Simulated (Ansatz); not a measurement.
**LiBr: one crystal by all-electron and frozen-core methods**

Aim: solve LiBr at one geometry with full-potential LAPW, PAW with frozen cores and datasets made for this crystal, and see where they agree.

The COD entry's cell or inner coordinates are ideal or old and differ from later refinements, so a difference from it is no clean test against experiment.

Method: DFT PBE, scalar-relativistic, in Ansatz 0.2.0.

## (1) The structure to begin with

It takes space group Fm-3m (No. 225, cubic). The conventional cell has a = 5.489 Å, b = 5.489 Å, c = 5.489 Å, α = 90.00°, β = 90.00°, γ = 90.00°. Around Li (site symmetry m-3m) lie 6 Br at 2.74 Å. Around Br (site symmetry m-3m) lie 6 Li at 2.74 Å.

As a file:

```cif
data_structure
_symmetry_space_group_name_H-M 'Fm-3m'
_symmetry_Int_Tables_number 225
_cell_length_a 5.4890
_cell_length_b 5.4890
_cell_length_c 5.4890
_cell_angle_alpha 90.000
_cell_angle_beta 90.000
_cell_angle_gamma 90.000
_cell_volume 165.38
loop_
_atom_site_label
_atom_site_type_symbol
_atom_site_symmetry_multiplicity
_atom_site_Wyckoff_symbol
_atom_site_fract_x
_atom_site_fract_y
_atom_site_fract_z
_atom_site_occupancy
Li1 Li 4 a 0.00000 0.00000 0.00000 1
Br1 Br 4 b 0.50000 0.00000 0.00000 1
```

The file gives the conventional cell by its symmetry; the runs use the cell typed in the input.

The cell is a deposited one (Crystallography Open Database entry 1011363); the temperature and pressure of the measurement aren't taken into account, and nothing was relaxed.

Atoms are numbered in the order of the input: Li1, Br2.

## (2) Full-potential LAPW

Contents of input.yaml:

```yaml
crystal:
  lattice:
    - [0.0, 2.7445, 2.7445]
    - [2.7445, 0.0, 2.7445]
    - [2.7445, 2.7445, 0.0]
  atoms:
    - { symbol: Li, position: [0.0, 0.0, 0.0] }
    - { symbol: Br, position: [0.5, 0.5, 0.5] }
kpoints:
  mp_grid: { grid: [8, 8, 8] }
  band_path:
    path:
      - [0.0, 0.0, 0.0]
      - [0.5, 0.0, 0.5]
      - [0.625, 0.25, 0.625]
      - [0.375, 0.375, 0.75]
      - [0.0, 0.0, 0.0]
      - [0.5, 0.5, 0.5]
      - [0.5, 0.25, 0.75]
      - [0.5, 0.0, 0.5]
    npoints: 8
scf:
  occupations: { method: fermi_dirac, width: 0.03 }
hamiltonian:
  xc: pbe
  pseudopotentials: { kind: all_electron, lapw: { basis_error: 0.001 } }
output:
  forces: true
  stress: true
  eigenvalues: true
  populations: true
  dos: { projected: true, de: 0.2, e_range: [-14, 8] }
```

Started as:

```bash
> ansatz run input.yaml --threads 1 --pin off --max-ram 2048MiB --backend cpu --events-out ev --progress --plain --runs-dir out
```

## (3) PAW with frozen cores

Changes to input.yaml since step 2:

```diff
@@ -25,3 +25,3 @@
   xc: pbe
-  pseudopotentials: { kind: all_electron, lapw: { basis_error: 0.001 } }
+  pseudopotentials: { kind: paw }
 output:
@@ -30,3 +30,5 @@
   eigenvalues: true
+  efg: { contact_densities: true }
   populations: true
+  bader: true
   dos: { projected: true, de: 0.2, e_range: [-14, 8] }
```

## (4) Datasets made for this crystal

Changes to input.yaml since step 3:

```diff
@@ -25,3 +25,3 @@
   xc: pbe
-  pseudopotentials: { kind: paw }
+  pseudopotentials: { kind: all_electron, datasets: crystal }
 output:
@@ -31,4 +31 @@
   efg: { contact_densities: true }
-  populations: true
-  bader: true
-  dos: { projected: true, de: 0.2, e_range: [-14, 8] }
```

(Steps that only read results are left out.)

Before running it: what results should come out? Wanted: pressure; gap; Bader charges.

As calculated:

| quantity | value |
| --- | --- |
| pressure | LAPW 0.32, PAW 0.32, crystal datasets 0.31 GPa |
| gap (LAPW) | 4.96 eV, direct at Γ |
| Bader charges (PAW) | Li1 +0.90, Br2 -0.90 e |

**Reading.** The pressure is within half a GPa of zero, so the volume is close to equilibrium at this level. A gap opens: 4.96 eV, direct at Γ. It is the Kohn-Sham gap of a semilocal functional, which mostly lies below the gap found in experiment. Br 4p states make 99 % of the projected weight in the top eV of the valence band. The projection holds only the free atom's occupied shells (Li 2s, Br 4s, Br 4p in this range). PAW lies less than 0.01 GPa from LAPW in pressure and less than 0.01 eV in the gap.
